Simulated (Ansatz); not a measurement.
## Spin–orbit splittings in SnSe

```xyz
2
Lattice="0.0000 3.0100 3.0100 3.0100 0.0000 3.0100 3.0100 3.0100 0.0000" Properties=species:S:1:pos:R:3 pbc="T T T"
Sn    0.0000    0.0000    0.0000
Se    3.0100    3.0100    3.0100
```

Atom numbers follow the list: Sn1, Se2.

The cell is COD entry 9008725, as deposited and not checked against the literature; nothing was relaxed.

All numbers are computed: DFT, PBE, all-electron LAPW, scalar-relativistic (Ansatz 0.2.0); DFT, PBE, all-electron LAPW, Dirac equation with spin-orbit coupling (Ansatz 0.2.0).

The runs use a Γ-centred 9×9×9 k mesh, Fermi–Dirac smearing of 0.02 eV, basis error target 0.25 meV/atom, no spin polarisation.

Levels between -6 and 4 eV, each run counted from its own valence-band top. Scalar levels are listed once for both spins; with the coupling every spinor state is counted. Levels near the edges of the range can cross them.

Question: At Γ (0.000, 0.000, 0.000) the scalar-relativistic levels are -5.20, -2.32 (×3). What are they with spin–orbit coupling?

Answer: -5.01 (×2), -2.44 (×2), -2.00 (×4), 3.83 (×2).

Question: At U (0.625, 0.250, 0.625) the scalar-relativistic levels are -5.19, -3.29, -2.60, 3.10, 3.48. What are they with spin–orbit coupling?

Answer: -5.02 (×2), -3.14 (×2), -2.41 (×2), 3.21 (×2), 3.71 (×2).

Question: Without the coupling the gap is 0.08 eV, direct, on the line L (0.5, 0.5, 0.5)–W (0.5, 0.25, 0.75) (so small a gap may close at points that the mesh and path miss). And with it?

Answer: 0.47 eV, indirect from L (0.5, 0.5, 0.5) to the line L (0.5, 0.5, 0.5)–W (0.5, 0.25, 0.75).
